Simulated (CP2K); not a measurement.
Runs of CP2K 2026.2 on Rb. Symmetry: Im-3m, No. 229, cubic system. The conventional cell has a = 5.605 Å, b = 5.605 Å, c = 5.605 Å, α = 90.00°, β = 90.00°, γ = 90.00°. 

| level | potentials or basis | smearing | NGRIDS | basis sets | potentials | points a segment of the path (NPOINTS) | bands added on the path | gap on the mesh (eV) | pressure (GPa) |
| --- | --- | --- | --- | --- | --- | --- | --- | --- | --- |
| TB-mBJ | POTENTIAL_UZH Rb GTH-PBE-q9; TZVP-MOLOPT-PBE-GTH basis | fermi-dirac 0.0259 eV | 5 | Rb TZVP-MOLOPT-PBE-GTH-q9 | Rb GTH-PBE-q9 of POTENTIAL_UZH | 8 | 4 | none | - |
| PBEsol | POTENTIAL_UZH Rb GTH-PBE-q9; TZVP-MOLOPT-PBE-GTH basis | fermi-dirac 0.0259 eV | 4 | Rb TZVP-MOLOPT-PBE-GTH-q9 | Rb GTH-PBE-q9 of POTENTIAL_UZH | 10 | 2 | none | 0.0 |
| r2SCAN | POTENTIAL_UZH Rb GTH-SCAN-q9; TZVP-MOLOPT-SCAN-GTH basis | fermi-dirac 0.05 eV | 4 | Rb TZVP-MOLOPT-SCAN-GTH-q9 | Rb GTH-SCAN-q9 of POTENTIAL_UZH | 8 | 6 | none | 0.3 |
| LDA | GTH_POTENTIALS Rb GTH-PADE-q9; TZVP-MOLOPT-PBE-GTH basis | fermi-dirac 0.05 eV | 4 | Rb TZVP-MOLOPT-PBE-GTH-q9 | Rb GTH-PADE-q9 of GTH_POTENTIALS | 6 | 6 | none | (a) |

Alike in all rows: task band structure; no spin polarisation; cell as given; k mesh 7 × 7 × 7.

Q: Estimate the missing entries.

A: (a) -0.3.

Caveats: the basis of atomic orbitals isn't converged, which shifts pressures, moduli and gaps; the potentials were made for another functional, which shifts forces and pressure (some runs); this is a model potential without an energy functional, so only levels have meaning (some runs).

A k mesh can miss the band edges, and the runs leave out spin-orbit coupling on Rb.

A gap of «none» marks a metal or a gap under the smearing width.

Runs at the PBE level aren't shown here.
